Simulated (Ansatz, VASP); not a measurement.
**MgB2 in VASP and in Ansatz**

```
CELL_PARAMETERS angstrom
3.08500 0.00000 0.00000
-1.54250 2.67169 0.00000
0.00000 0.00000 3.52300
ATOMIC_POSITIONS crystal
Mg 0.01959 0.99359 0.99020
B 0.66441 0.32161 0.49171
B 0.33637 0.66639 0.50926
```

Change from the starting cell: atoms moved at random, drawn with an rms of 0.05 Å.

Alike in both runs: task single point; functional PBE; k mesh 10 × 10 × 8; occupations fermi-dirac, width 0.05 eV; no spin polarisation.

|  | VASP | Ansatz |
| --- | --- | --- |
| version | VASP 6.6.1 | Ansatz 0.2.0 |
| potentials or method | VASP PAW PBE potentials, release 64 (Mg, B) | Ansatz PAW |
| plane-wave cutoff (eV) | 520 | 420 |
| valence electrons in the cell | 8 | 16 |

```csv
,VASP,Ansatz,Ansatz less VASP
gap on the k mesh at the Fermi level (eV),none,none,-
pressure (GPa),-0.9,-0.6,+0.25
largest component of the traceless stress (GPa),0.52,0.57,+0.054
rms of the force components (eV/Å),0.323,0.323,-0.0002
```

Atom by atom the forces differ by 0.001 eV/Å (rms over components). A gap of «none» marks a metal or a gap that the smearing closes. The two sets of potentials don't hold the same shells in valence.
